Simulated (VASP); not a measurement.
Runs of VASP 6.6.1 on CsPbCl3. Symmetry: Pm-3m, No. 221, cubic system. Conventional cell: a = 5.605 Å, b = 5.605 Å, c = 5.605 Å, α = 90.00°, β = 90.00°, γ = 90.00°. Pb (site symmetry m-3m) has 6 Cl at 2.80 Å as nearest neighbours. Around Cs (site symmetry m-3m) lie 12 Cl at 3.96 Å. Cl (site symmetry 4/mmm) has 2 Pb at 2.80 Å as nearest neighbours. 

| task | level | potentials or basis | k mesh | smearing | ladder | gap on the mesh (eV) | pressure (GPa) |
| --- | --- | --- | --- | --- | --- | --- | --- |
| band structure | LDA | VASP PAW LDA potentials, release 64 (Pb_d, Cs_sv, Cl) | 6 × 6 × 6 | gaussian 0.02 eV | gaps | 1.71 | - |
| single point | PBEsol | VASP PAW PBE potentials, release 64 (Pb_d, Cs_sv, Cl) | 5 × 5 × 5 | fermi-dirac 0.05 eV | free | (b) | 0.1 |
| band structure | r2SCAN | VASP PAW PBE potentials, release 64 (Pb_d, Cs_sv, Cl) | 6 × 6 × 6 | gaussian 0.02 eV | gaps | 2.31 | 1.0 |
| band structure | PBEsol | VASP PAW PBE potentials, release 64 (Pb_d, Cs_sv, Cl) | 6 × 6 × 6 | gaussian 0.02 eV | gaps | (a) | - |

Alike in all rows: no spin polarisation; cell as given; cutoff (eV) 520.

Problem. Estimate the missing entries.

Solution. (a) 1.81; (b) 2.86.

Caveats: spin-orbit coupling is left out, which as a rule narrows the gap of such compounds by several tenths of an eV; the PAW data sets were made with another functional, which shifts forces and pressure a little (some runs); an odd mesh through Γ misses points on the zone boundary, where band edges often lie (some runs).

A k mesh can miss the band edges, and the runs leave out spin-orbit coupling on Cs, Pb.

Not every run made on this cell is shown here.
